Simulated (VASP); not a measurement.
Wanted: the native input for a VASP 6.6.1 run.

```
Task                   : single point
Functional             : PBEsol
Potentials or basis    : VASP PAW PBE potentials, release 64 (Ni)
Cutoff                 : 700 eV
k mesh                 : 20 × 20 × 20
Occupations            : gaussian, width 0.1 eV
Spin                   : collinear spin, ferromagnetic start
Starting moments       : [1.0] μB
Further INCAR settings : ALGO = Normal; EDIFF = 1e-06; NBANDS = 15
```

The structure of Ni lies in POSCAR:

```
Ni
1.0
   -1.3777400000      1.3777400000      1.3777400000
    1.3777400000     -1.3777400000      1.3777400000
    1.3777400000      1.3777400000     -1.3777400000
Ni
1
Direct
    0.0000000000      0.0000000000      0.0000000000
```

This isn't the form of Ni at room conditions, which is fcc.

One way to write it, as run:

INCAR

```
PREC     = Accurate       # precision mode
ENCUT    = 700            # plane-wave cutoff, eV
EDIFF    = 1E-6           # SCF threshold, eV
ISMEAR   = 0              # smearing method
SIGMA    = 0.1            # smearing width, eV
LREAL    = False          # projectors in reciprocal space
LASPH    = True           # aspherical terms in the spheres
NELM     = 150            # most SCF steps
ALGO     = Normal         # electronic algorithm
ISIF     = 2              # what is computed and relaxed
LWAVE    = False          # write WAVECAR
LCHARG   = False          # write CHGCAR
ISPIN    = 2              # spin polarisation
MAGMOM   = 1              # initial moments
LORBIT   = 11             # projections on sites
LMAXMIX  = 4              # l up to which the mixer works
GGA      = PS             # functional
NBANDS   = 15             # bands
```

KPOINTS

```
Automatic mesh
0
Gamma
  20 20 20
```

Potentials or basis: VASP PAW PBE potentials, release 64 (Ni).

The run is started by

```sh
$ cat potpaw_PBE.64/Ni/POTCAR > POTCAR
$ mpirun -np 1 vasp_std > vasp.out
```

It gave:

```
Pressure                                              : 0.1 GPa
Band gap on the k mesh                                : none (metal or under the smearing width)
Net moment                                            : 0.54 μB per cell
Site moments                                          : Ni +0.54 μB
Valence electrons inside the program's atomic spheres : Ni 9.39
```

Caveat: the PAW data sets were made with another functional, which shifts forces and pressure a little.

Wall time 42 s on 1 thread of Intel(R) Xeon(R) 6975P-C (Granite Rapids), on a shared host, peak memory 0.22 GiB.
